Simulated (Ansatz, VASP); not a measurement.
**As in VASP and in Ansatz**

File INCAR:

```
PREC     = Accurate       # precision mode
ENCUT    = 520            # plane-wave cutoff, eV
EDIFF    = 1E-6           # SCF threshold, eV
ISMEAR   = -1             # smearing method
SIGMA    = 0.05           # smearing width, eV
LREAL    = False          # projectors in reciprocal space
LASPH    = True           # aspherical terms in the spheres
NELM     = 80             # most SCF steps
ALGO     = Normal         # electronic algorithm
ISIF     = 2              # what is computed and relaxed
LWAVE    = False          # write WAVECAR
LCHARG   = True           # write CHGCAR
GGA      = PE             # functional
LELF     = True           # ELF
LVHAR    = True         
NBANDS   = 8              # bands
```

KPOINTS

```
Automatic mesh
0
Gamma
  15 15 15
```

The input POSCAR:

```
As
1.0
    0.0000000000      2.0412833827      2.0412833827
    2.0412833827      0.0000000000      2.0412833827
    2.0412833827      2.0412833827      0.0000000000
As
1
Direct
    0.0000000000      0.0000000000      0.0000000000
```

Input for Ansatz:

```yaml
crystal:
  lattice:
    - [0.0, 2.0412833827, 2.0412833827]
    - [2.0412833827, 0.0, 2.0412833827]
    - [2.0412833827, 2.0412833827, 0.0]
  atoms:
    - { symbol: As, position: [0.0, 0.0, 0.0] }
kpoints:
  mp_grid: { grid: [15, 15, 15] }
scf:
  occupations: { method: fermi_dirac, width: 0.05 }
hamiltonian:
  xc: pbe
  pseudopotentials: { kind: paw }
output:
  forces: true
  stress: true
  eigenvalues: true
  populations: true
```

Change from the starting cell: volume scaled by 0.88, PAW files.

Alike in both runs: task single point; functional PBE; k mesh 15 × 15 × 15; occupations fermi-dirac, width 0.05 eV; no spin polarisation.

```csv
,VASP,Ansatz
version,VASP 6.6.1,Ansatz 0.2.0
potentials or method,"VASP PAW PBE potentials, release 64 (As)","PAW with Ansatz's default frozen-core files, scalar-relativistic"
plane-wave cutoff (eV),520,420
valence electrons in the cell,5,15
```

```csv
,VASP,Ansatz,Ansatz less VASP
pressure (GPa),13.6,13.4,-0.20
```

The two sets of potentials don't hold the same shells in valence.
